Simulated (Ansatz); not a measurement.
Squeezing ZnSe (rocksalt type)

```xyz
2
Lattice="0.0000 2.6838 2.6838 2.6838 0.0000 2.6838 2.6838 2.6838 0.0000" Properties=species:S:1:pos:R:3 pbc="T T T"
Zn    0.0000    0.0000    0.0000
Se    2.6838    2.6838    2.6838
```

The cell comes from a relaxation on PAW files under the same functional, begun from a prototype that needn't be the stable phase.

Its volume is scaled at fixed shape and fractional positions.

Level of theory: DFT with PBE, scalar-relativistic, in Ansatz 0.2.0; a Γ-centred 13×13×13 k mesh, Fermi–Dirac smearing of 0.1 eV, no spin polarisation. LAPW: all electrons, basis error target 1 meV/atom; PAW: frozen-core files, cutoff 420 eV; crystal datasets: all electrons, by PAW datasets that the program makes for each cell; norm-conserving: pseudopotentials, cutoff 1170 eV; PAW (cutoff 300 eV): frozen-core files, cutoff 300 eV.

Energies are extrapolated to zero smearing and count from the unscaled cell; pressure is positive in compression; gaps take the mesh and a band path. No temperature or zero-point motion is included.

```tsv
V/V0	V (Å³/atom)	P LAPW (GPa)	ΔE LAPW (eV/atom)	P PAW − LAPW (GPa)	ΔE PAW − LAPW (meV/atom)
1.00	19.33	0.06	0.000	-0.02	0.0
0.94	18.17	5.08	0.017	-0.02	-0.1
0.88	17.01	12.14	0.078	-0.01	-0.1
0.80	15.46	26.3	0.258	-0.03	-0.3
0.72	13.92	49.3	0.613	-0.04	-0.6
0.64	12.37	?	?	?	?
0.55	10.63	165.8	2.587	-0.07	-1.4
```

**Question.** Fit the Vinet equation to the LAPW pressures shown (residuals weighted by 1/(|P| + 0.03·Pmax)), and predict the pressure of the withheld row.

**Answer.** The fit gives V0 = 19.35 Å³/atom, B0 = 68 GPa and B0′ = 5.04. At 12.37 Å³/atom, x = (V/V0)^(1/3) = 0.8614, and P = 3·B0·(1 − x)/x²·exp[1.5·(B0′ − 1)·(1 − x)] = 88.3 GPa. The run itself gave 87.6 GPa (+0.8 % off) and ΔE = 1.257 eV/atom.

**Question.** At the smallest volume, how far do crystal datasets and norm-conserving and PAW (cutoff 300 eV) lie from LAPW in pressure?

**Answer.** crystal datasets: 0.00 GPa; norm-conserving: +0.32 GPa; PAW (cutoff 300 eV): +0.28 GPa, on a LAPW pressure of 165.8 GPa.

**Question.** How do the Löwdin populations by LAPW change from the unscaled cell to the last row?

**Answer.** Zn 4s 0.85 → 0.76, Zn 3d 9.98 → 9.93, Se 4s 1.93 → 1.83, Se 4p 5.05 → 5.21 electrons an atom. These are projections on the shells that the free atoms fill; 0.20 e a cell lies outside them at the start and 0.29 e at the end.
